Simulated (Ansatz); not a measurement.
Au in Ansatz: the effect of functional

Au:

```xyz
2
Lattice="1.4018 -2.5388 0.0000 1.4018 2.5388 0.0000 0.0000 0.0000 4.8603" Properties=species:S:1:pos:R:3 pbc="T T T"
Au    1.4018    0.8395    1.2151
Au    1.4018   -0.8395    3.6452
```

This isn't the form of Au at room conditions, which is fcc.

The cell isn't the ideal one: volume scaled by 0.98.

Alike in all runs:

| Property | Result |
| --- | --- |
| Program | Ansatz 0.2.0 |
| Task | single point |
| Potentials or basis | Ansatz PAW |
| k mesh | 11 × 11 × 6 |
| Occupations | fermi-dirac, width 0.05 eV |
| Spin | no spin polarisation |

Task: One run gave: pressure -6.8 GPa; largest force 0.02 eV/Å. Which functional did it use?
A. LDA
B. PBEsol
C. r2SCAN

Result: A.

```csv
functional,cutoff,pressure (GPa),largest force (eV/Å)
LDA,420 eV (not typed: the program's choice for these potentials),-6.8,0.02
PBEsol,420 eV (not typed: the program's choice for these potentials),-2.2,0.03
r2SCAN,500 eV (not typed: the program's choice for these potentials),2.8,0.02
```

Caveats: the PAW data sets come from PBE, with cores solved anew for the run's functional, which leaves a small shift of forces and pressure.

Runs at the PBE level aren't shown here.
